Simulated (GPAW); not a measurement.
HfC:

```
CELL_PARAMETERS angstrom
0.00000 2.32500 2.32500
2.32500 0.00000 2.32500
2.32500 2.32500 0.00000
ATOMIC_POSITIONS crystal
Hf 0.50000 0.50000 0.50000
C 0.00000 0.00000 0.00000
```

Base run:

| Property | Result |
| --- | --- |
| Program | GPAW 26.7.0 |
| Functional | revPBE |
| Potentials or basis | the program's PAW data sets (release 1.2.1) made for this functional |
| Cutoff | 800 eV |
| Basis | pw |
| k mesh | 10 × 10 × 10 |
| Occupations | fermi-dirac, width 0.05 eV |
| Spin | no spin polarisation |

Its results: band gap on the k mesh none (metal or under the smearing width); pressure 4.5 GPa.

After a change of settings the same cell gave: band gap on the k mesh none (metal or under the smearing width); pressure -11.3 GPa. Which change was it?
A. functional from revPBE to RPBE
B. functional from revPBE to AM05; potentials or basis from the program's PAW data sets (release 1.2.1) made for this functional to PAW data sets generated in the run's folder for this functional
C. functional from revPBE to BLYP; potentials or basis from the program's PAW data sets (release 1.2.1) made for this functional to PAW data sets generated in the run's folder for this functional
D. functional from revPBE to LDA

D.

LDA binds more tightly than revPBE, so the same cell stands under less pressure.
